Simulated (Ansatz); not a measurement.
## How much does W in Au(111), 2x2 scatter?

Aim: the resistance that W in Au(111), 2x2 adds to the host.

Calculated with Ansatz 0.2.0; Ansatz plane-wave DFT, PBE, PAW files; ballistic transport by layer matching (Landauer), zero bias, in the first sound run; inputs show where later runs differ.

## (1) Starting point

The cell holds 44 atoms: 43 Au and 1 W. Cell: a = 5.768 Å, b = 5.768 Å, c = 25.954 Å, α = 86.8°, β = 93.2°, γ = 120.0°. It derives from Au. Regions: lead, 24 atoms (24 Au); scattering region, 20 atoms (19 Au and 1 W). The structure is stacked along c, and the current runs across the ab planes.

## (2) Transmission at ideal sites

The defect sits in one plane of the supercell, all atoms on ideal sites; the layers about the cell's end are the lead. The mesh across the current, 12×12, is finer than the density's, because channels open and close sharply across the zone. Energies from -0.1 to 0.1 eV in steps of 0.05 eV are too few for the program's thermal sum, so it prints no conductance; for a metal the transmission near the Fermi level serves, at a fraction of the cost.

input.yaml

```yaml
crystal:
  lattice:
    - [5.7675164607, 0.0, 0.0]
    - [-2.8837582304, 4.9948157718, 0.0]
    - [-1.4418791152, 0.8324692953, 25.9003660885]
  atoms:
    - { symbol: Au, position: [0.0075757576, 0.9924242424, 0.0454545455] }
    - { symbol: Au, position: [0.0075757576, 0.4924242424, 0.0454545455] }
    - { symbol: Au, position: [0.5075757576, 0.9924242424, 0.0454545455] }
    - { symbol: Au, position: [0.5075757576, 0.4924242424, 0.0454545455] }
    - { symbol: Au, position: [0.1893939394, 0.3106060606, 0.1363636364] }
    - { symbol: Au, position: [0.1893939394, 0.8106060606, 0.1363636364] }
    - { symbol: Au, position: [0.6893939394, 0.3106060606, 0.1363636364] }
    - { symbol: Au, position: [0.6893939394, 0.8106060606, 0.1363636364] }
    - { symbol: Au, position: [0.3712121212, 0.1287878788, 0.2272727273] }
    - { symbol: Au, position: [0.3712121212, 0.6287878788, 0.2272727273] }
    - { symbol: Au, position: [0.8712121212, 0.1287878788, 0.2272727273] }
    - { symbol: Au, position: [0.8712121212, 0.6287878788, 0.2272727273] }
    - { symbol: Au, position: [0.053030303, 0.946969697, 0.3181818182] }
    - { symbol: Au, position: [0.053030303, 0.446969697, 0.3181818182] }
    - { symbol: Au, position: [0.553030303, 0.946969697, 0.3181818182] }
    - { symbol: Au, position: [0.553030303, 0.446969697, 0.3181818182] }
    - { symbol: Au, position: [0.2348484848, 0.2651515152, 0.4090909091] }
    - { symbol: Au, position: [0.2348484848, 0.7651515152, 0.4090909091] }
    - { symbol: Au, position: [0.7348484848, 0.2651515152, 0.4090909091] }
    - { symbol: Au, position: [0.7348484848, 0.7651515152, 0.4090909091] }
    - { symbol: W, position: [0.4166666667, 0.0833333333, 0.5] }
    - { symbol: Au, position: [0.4166666667, 0.5833333333, 0.5] }
    - { symbol: Au, position: [0.9166666667, 0.0833333333, 0.5] }
    - { symbol: Au, position: [0.9166666667, 0.5833333333, 0.5] }
    - { symbol: Au, position: [0.0984848485, 0.9015151515, 0.5909090909] }
    - { symbol: Au, position: [0.0984848485, 0.4015151515, 0.5909090909] }
    - { symbol: Au, position: [0.5984848485, 0.9015151515, 0.5909090909] }
    - { symbol: Au, position: [0.5984848485, 0.4015151515, 0.5909090909] }
    - { symbol: Au, position: [0.2803030303, 0.2196969697, 0.6818181818] }
    - { symbol: Au, position: [0.2803030303, 0.7196969697, 0.6818181818] }
    - { symbol: Au, position: [0.7803030303, 0.2196969697, 0.6818181818] }
    - { symbol: Au, position: [0.7803030303, 0.7196969697, 0.6818181818] }
    - { symbol: Au, position: [0.4621212121, 0.0378787879, 0.7727272727] }
    - { symbol: Au, position: [0.4621212121, 0.5378787879, 0.7727272727] }
    - { symbol: Au, position: [0.9621212121, 0.0378787879, 0.7727272727] }
    - { symbol: Au, position: [0.9621212121, 0.5378787879, 0.7727272727] }
    - { symbol: Au, position: [0.1439393939, 0.8560606061, 0.8636363636] }
    - { symbol: Au, position: [0.1439393939, 0.3560606061, 0.8636363636] }
    - { symbol: Au, position: [0.6439393939, 0.8560606061, 0.8636363636] }
    - { symbol: Au, position: [0.6439393939, 0.3560606061, 0.8636363636] }
    - { symbol: Au, position: [0.3257575758, 0.1742424242, 0.9545454545] }
    - { symbol: Au, position: [0.3257575758, 0.6742424242, 0.9545454545] }
    - { symbol: Au, position: [0.8257575758, 0.1742424242, 0.9545454545] }
    - { symbol: Au, position: [0.8257575758, 0.6742424242, 0.9545454545] }
kpoints:
  mp_grid: { grid: [5, 5, 1] }
hamiltonian:
  xc: pbe
scf:
  occupations: { method: fermi_dirac, width: 0.1 }
output:
  transmission: { leads: [[0, 4]], kmesh: [12, 12], e_range: [-0.1, 0.1], de: 0.05 }
  write_potential: true
  write_density: true
  volumetric_format: npy
  elf: true
```

The run is started by

```bash
ansatz run input.yaml --threads 8 --pin off --max-ram 15360MiB --backend cpu --events-out ev --progress --plain --runs-dir out
```

Numbers of over 12 decimals in the logs are rounded to 6 here.

What it wrote:

```text
Engine: ansatz 0.2.0, aarch64-unknown-linux-gnu
Pseudopotentials: kind: paw
Pseudopotential: Au, paw, valence charge 19, recommended cutoff 420 eV (normal), Au.paw.azcp
Pseudopotential: W, paw, valence charge 14, recommended cutoff 420 eV (normal), W.paw.azcp
Functional definition: PBE
  parameter kappa = 0.804
  parameter beta = 0.066725
  exchange = pbe_x(kappa = kappa, mu = beta*pi^2/3)
  correlation = pbe_c(beta = beta)
Crystal: 44 atoms, lattice volume = 746.130 Å³
Basis set: ecut = 420 eV, 14649 PW (Γ)
Bands: 499, of which v1, the nominal top of the filled ones, is band 416 counted from 1 (415 counted from 0)
Symmetry: 4 space group operations
Space group: C2/m (ITA 12), of the structure as read, at distance tolerance 9.1e-5 Å
k-points: 9 of 25
Non-local potential: Au, projectors of the file, l = 0: 3, l = 1: 2, l = 2: 2, l = 3: 1
Non-local potential: W, projectors of the file, l = 0: 3, l = 1: 2, l = 2: 2, l = 3: 1
PAW form: soft (Blöchl's): semilocal exchange-correlation on the pseudo side does not see the compensation charge
PAW one-centre angular grid: Au, 590 points (default); XC on 64 Gauss nodes
PAW one-centre angular grid: W, 590 points (default); XC on 64 Gauss nodes
Initial density: superposition of atomic densities (neutral atoms: chi_scale 0, normalization atom), corrected by the library's trained network
Initial wavefunctions: pseudopotential atomic-orbital guess
Functional: x = pbe(κ = 0.804, μ = 0.219515), c = pbe(β = 0.066725)
SCF iter   1: F=—  HF=-575802.276000 eV  |F-HF|=—  |Δ(HF+E_count)|=         —  Δρ=5.94e-3  dr2=8.07e0  ethr=1.77e-3  ⟨swp⟩=4.7  Hψ=13646  notcnv=0  defer=262
preconditioner: auto → Kerker (q_TF=auto, 2.778 Å⁻¹)  [metal: Δε(μ)=0.013 eV  Ē_g=10.278 eV  σ=0.100 eV  W_gap=0.03  n_scr=292 (ndim 8)  ℏωp=29.8 eV  f_vac=0.000  D(μ)=21.57/eV (n_scr^D=148)]
SCF iter   2: F=—  HF=-575802.264801 eV  |F-HF|=—  |Δ(HF+E_count)|=   1.12e-2  Δρ=3.13e-3  dr2=3.29e0  ethr=9.71e-4  ⟨swp⟩=1.0  Hψ=5166  notcnv=0  defer=376
SCF iter   3: F=—  HF=-575802.240487 eV  |F-HF|=—  |Δ(HF+E_count)|=   2.43e-2  Δρ=6.47e-4  dr2=2.60e-1  ethr=3.96e-4  ⟨swp⟩=1.0  Hψ=3964  notcnv=0  defer=376
SCF iter   4: F=—  HF=-575802.235383 eV  |F-HF|=—  |Δ(HF+E_count)|=   5.10e-3  Δρ=3.10e-4  dr2=2.08e-2  ethr=3.13e-5  ⟨swp⟩=1.0  Hψ=3964  notcnv=0  defer=376
SCF iter   5: F=—  HF=-575802.234804 eV  |F-HF|=—  |Δ(HF+E_count)|=   5.79e-4  Δρ=8.84e-5  dr2=3.59e-4  ethr=2.50e-6  ⟨swp⟩=1.2  Hψ=3969  notcnv=0  defer=376
SCF iter   6: F=—  HF=-575802.234756 eV  |F-HF|=—  |Δ(HF+E_count)|=   4.83e-5  Δρ=2.38e-5  dr2=3.02e-5  ethr=4.32e-8  ⟨swp⟩=2.0  Hψ=5265  notcnv=0  defer=376
SCF iter   7: F=—  HF=-575802.235724 eV  |F-HF|=—  |Δ(HF+E_count)|=   9.68e-4  Δρ=7.36e-6  dr2=6.03e-6  ethr=3.64e-9  ⟨swp⟩=1.1  Hψ=4492  notcnv=0  defer=391
SCF iter   8: F=—  HF=-575802.235723 eV  |F-HF|=—  |Δ(HF+E_count)|=   2.70e-7  Δρ=2.69e-6  dr2=1.22e-6  ethr=7.26e-10  ⟨swp⟩=1.6  Hψ=3977  notcnv=0  defer=391
SCF iter   9: F=-575802.235723 eV  HF=-575802.235723 eV  |F-HF|=6.80e-8  |Δ(HF+E_count)|=   3.49e-8  Δρ=9.07e-7  dr2=7.17e-8  ethr=1.20e-11  ⟨swp⟩=9.7  Hψ=19240  notcnv=0
SCF 1 converged in 9 iterations: F = -575802.235723 eV  dr2 = 7.17e-8
  greatest PAW one-centre occupation: 1.000 electrons in one spin orbital (limit 2), on the Au atom at site 22 (counted from 0), in its partial waves of l = 0
transmission: 177 of 1720 steps passed
transmission: 345 of 1720 steps passed
[...]
transmission: 1720 of 1720 steps passed
SCF converged after 9 iterations
Free energy (F): -575802.235723 eV
Harris-Foulkes:  -575802.235723 eV  (|F-HF|=6.80e-8)
Internal energy: -575801.546254 eV  (E = F + TS)
E sigma→0 (E₀):  -575801.890989 eV
Entropy (-TS):   -0.689469 eV (-15.670 meV/atom)
Fermi energy:    20.812793 eV
--- Per-component energies (eV) ---
  E_band       = -8902.584454
  E_kinetic    = 26472.175039
  E_local      = -74070.020756  (includes V_loc(G=0)·N_el)
  E_nonlocal   = 3188.664947
  E_hartree    = 31630.243602
  E_xc         = -10082.215049
  E_vxc        = -12089.511128  (∫ρ·V_xc dr)
  E_paw        = -425947.967763  (= ΣΔE_a)
  E_vpaw       = -15664.438930  (= ΣTr[D̂ρ^β])
  E_aug_tail   = 0.063798  (compensation charges beyond the density's cutoff)
  E_ewald      = -126992.490072
  E_smearing   = -0.689469  (= −TS)
  E_closure    = -0.000000  (closes the sum)
  Σ components = -575802.235723   (vs F -575802.235723, Δ=0.00e0)
--- Band table (eV; the first three rows and the last of 9) ---
  k-point 0: bands = [... 412 lower, 21.0109, 21.1546, 21.2166, 21.2337, 21.4396, 21.5601, 21.5740, 21.6892, ... 79 higher]
  k-point 1: bands = [... 412 lower, 20.6045, 20.7035, 20.7649, 20.7971, 20.8555, 20.9165, 20.9669, 21.0758, ... 79 higher]
  k-point 2: bands = [... 412 lower, 20.5734, 20.6374, 20.6529, 20.7151, 20.8215, 20.8817, 20.9372, 21.1918, ... 79 higher]
  k-point 8: bands = [... 412 lower, 20.5843, 20.6020, 20.6466, 20.6688, 20.7385, 20.9834, 20.9875, 21.0157, ... 79 higher]
--- Transmission ---
  basis      : 253 plane waves across, 40 finite elements along
  points     : 43, standing for a mesh of 12 x 12
  energies   : 5 from -0.100000 to 0.100000 eV about the Fermi level, 0.050000 eV apart; the leads are filled to 0.000000 eV, and channels, transmission and decay are at 0.000000 eV
  crystal 0  : Au4, at the sites [0, 4], period 2.3546 Å, over 23.55 Å; its Hamiltonian steps by up to 9.7 meV
    offset         : up to 0.0000 Å between an atom of the period and one for which it stands
    channels       : 3.187500e0 a spin
    conductance    : none, the energies end too early or step too widely for 300 K: set another output.transmission.e_range or a lower de, or, where they end at an eighth of basis.ecutwfc, a higher one
  junction   : crystal 0 to crystal 0, 0.70 to 24.24 Å
    transmission   : 1.185201e0 a spin
    conductance    : none, the energies end too early or step too widely for 300 K: set another output.transmission.e_range or a lower de, or, where they end at an eighth of basis.ecutwfc, a higher one
```

Wall time 6 min (8 threads of Arm Neoverse V1, shared host); peak memory 11 GiB; 39 min of CPU time.

The column dr2 measures how far the density is from self-consistency, as an energy; F and HF (Harris–Foulkes) agree once it is small.

This run has no spin polarisation although its electron count is odd.

This step gave:

```yaml
free_energy: -575802.2357 eV
energy_at_zero_smearing: -575801.8910 eV
fermi_energy: 20.81 eV
cell_area: 28.81 Å²
transmission_per_spin_nearest_the_fermi_level: 1.185
open_channels_per_spin_nearest_the_fermi_level: 3.188
step_of_the_lead_s_potential: 9.7 meV
```

Per spin. Table of transmission, zone mean by energy, zero at the Fermi level:

```tsv
energy (eV)	transmission, zone mean
-0.1000	1.23
-0.0500	1.23
0.0000	1.19
0.0500	1.11
0.1000	1.06
```

Per spin. Table of open channels, zone mean, lead by energy, zero at the Fermi level:

```tsv
energy (eV)	open channels, zone mean, lead
-0.1000	3.19
-0.0500	3.19
0.0000	3.19
0.0500	3.19
0.1000	3.15
```

Transmission over k1 and k2. At 0.0000 eV from the Fermi level.

Values, 12 rows by 12 columns:
```
0.38 1.49 0.69 1.40 1.40 0.68 1.49 0.38 1.02 0.92 0.91 1.01
1.04 0.69 2.32 0.78 1.10 0.78 2.31 0.69 1.05 0.94 0.11 0.91
1.21 1.40 0.78 1.77 1.09 1.10 1.76 0.78 1.41 1.21 0.94 0.92
1.05 1.40 1.10 1.09 2.04 2.14 2.04 1.09 1.11 1.41 1.05 1.02
0.38 0.68 0.78 1.10 2.14 1.84 1.83 2.14 1.09 0.78 0.69 0.38
1.47 1.49 2.31 1.76 2.04 1.83 0.73 1.83 2.04 1.76 2.31 1.49
0.38 0.38 0.69 0.78 1.09 2.14 1.83 1.84 2.14 1.10 0.78 0.68
1.05 1.02 1.05 1.41 1.11 1.09 2.04 2.14 2.04 1.09 1.10 1.40
1.21 0.92 0.94 1.21 1.41 0.78 1.76 1.10 1.09 1.77 0.78 1.40
1.04 0.91 0.11 0.94 1.05 0.69 2.31 0.78 1.10 0.78 2.32 0.69
0.38 1.01 0.91 0.92 1.02 0.38 1.49 0.68 1.40 1.40 0.69 1.49
1.47 0.38 1.04 1.21 1.05 0.38 1.47 0.38 1.05 1.21 1.04 0.38
```
Columns: k1 (b1) from -0.5 to 0.417; rows upwards: k2 (b2) from -0.5 to 0.417.

Open channels over k1 and k2. At 0.0000 eV from the Fermi level.

Ten even steps from '_' (3.00) to '@' (4.00):
```
__@@________@@__________
____@@______@@__________
______@@____@@__________
________@@__@@__________
________________________
@@@@@@@@@@______@@@@@@@@
________________________
____________@@__@@______
____________@@____@@____
____________@@______@@__
____________@@________@@
@@__________@@__________
```
Columns: k1 (b1) from -0.5 to 0.417; rows upwards: k2 (b2) from -0.5 to 0.417.

ELF in the ca plane at fractional y = 0.083, with atoms of W and Au within 0.2 Å of it. It is the smooth field of the valence electrons, not physical close to the nuclei.

Ten even steps from '0' (0.12) to '9' (0.70), each cell a mean:
```
11125775311221100011112589863111100001111137
11136897411111000011112689862111110011221125
11137887411111100111112467642112211123442112
11125765211233211222211234321123321135664211
11112332113565311234321233322234431135663111
21001111113665311244322122212233321124442123
21001222113554311222232157621222210012221136
11113554211232100111221587872221100001111147
11136886411111000011222870682221100001111136
11137997421111000011221697861221110012332124
11136886311222100112231257511322321124553111
11124554212444211233322122212234431135664211
11011221113665311244322233321234421125653112
21001111113665311233211234321122221113332125
11012332112443211122111467652111110001111137
```
Columns run along c (16.0 Å, from fractional 0.15 to 0.76 of the cell), rows up along a (5.8 Å). Atoms in or near the plane, at fractional coordinates: W at (0.50, 0.42), Au at (0.50, 0.92).

Valence density in the ca plane at fractional y = 0.083, with atoms of W and Au within 0.2 Å of it. It is the smooth field of the valence electrons, not physical close to the nuclei.

Ten steps, logarithmic in the rise over the least value, from '0' (0 e/Å³) to '9' (12 e/Å³), each cell a mean:
```
11135776421222100011113699973111100001111247
11147998521111000011113699973111110012221136
11247998521111100112112578752122221124553223
11136776312343211233211244421134432236764211
21113443213565321344321122211234532236764212
21001221124676422344321123211234421124543124
21001232123565311233211356532122210012221147
21124665312343200122112577752111100001111248
11136887421111000011112677863111100001111247
11247998521111000011112577752112210013432124
11147887421222100122211356531123321135664212
11124664212454311244321122211234432246764211
21012222123676422345321122211234432235653213
21001121124676421344311234431123321123432135
21012443213454211122212478752111110001111247
```
Columns run along c (16.0 Å, from fractional 0.15 to 0.76 of the cell), rows up along a (5.8 Å). Atoms in or near the plane, at fractional coordinates: W at (0.50, 0.42), Au at (0.50, 0.92).

Electrostatic potential energy in the ca plane at fractional y = 0.083, with atoms of W and Au within 0.2 Å of it. With pseudopotentials it is smooth inside the atoms' cores, unlike the true potential.

Ten even steps from '0' (-29 eV) to '9' (23 eV), each cell a mean:
```
99985113799989999999998300027999999999999961
99971001599999999999998300028999999999889984
99961001699999999999999520269998899987568998
99984114899877999988899876789987789974236999
99998678998434799866799999999976679974237999
89999999997323799866799987889987789986568997
89999889997535899988899742368998899999899972
99997446899878999999998400027999999999999961
99973002699999999999997200017999999999999972
99961000599999999999998300037999999998778986
99972002699988999998998642478988889985347999
99986446898656899877899987899986689973236999
99999889997323799866799999999986689985347998
89999999997323799877899976789988899998789984
99998778998656899988999620158999999999999961
```
Columns run along c (16.0 Å, from fractional 0.15 to 0.76 of the cell; values clipped at the 3rd and 97th percentile), rows up along a (5.8 Å). Atoms in or near the plane, at fractional coordinates: W at (0.50, 0.42), Au at (0.50, 0.92).

Over the solved energies the transmission per spin lies between 1.06 and 1.23, out of 3.18 channels of the lead on average (up to 3.19).

## (3) Resistance at ideal sites

This step: Ansatz plane-wave DFT, PBE, PAW files; ballistic transport by layer matching (Landauer), zero bias; area resistance of the defect plane and resistivity an atomic per cent (Ansatz 0.2.0).

This step gave:

| Property | Result |
| --- | --- |
| area resistance | 1.993 fΩ m² |
| T over the leads' mean channel count | 0.3692 |
| resistivity per at.% scaled from this dense plane, with the factor 3/4 for isotropic scattering | 25.39 µΩ cm |

Averaged over the energies near the Fermi level, 36.9 % of the channels pass, which makes 1.99 fΩ m².

By hand, with T and the leads' channels N averaged over the energies near the Fermi level: RA = A (h/2e²)(1/T − 1/N) = 28.81×10⁻²⁰ m² × 12 906 Ω × (1/1.177 − 1/3.188) = 1.99 fΩ m². Per atomic per cent: RA × A / V_atom × 0.01 × 3/4 = 25.4 µΩ cm, with the host's V_atom = 16.96 Å³.

(Part 1 of 3 ends here.)

[Logs are printed without paths, hosts, clocks, repeated set-up lines and the standing remarks that a program may print on its own settings, such as how far it seeks lower states.]

[Hosts, paths, dates, database ids (printed as entryN), source tags and the programs' standing remarks are cut or masked in the printed files.]
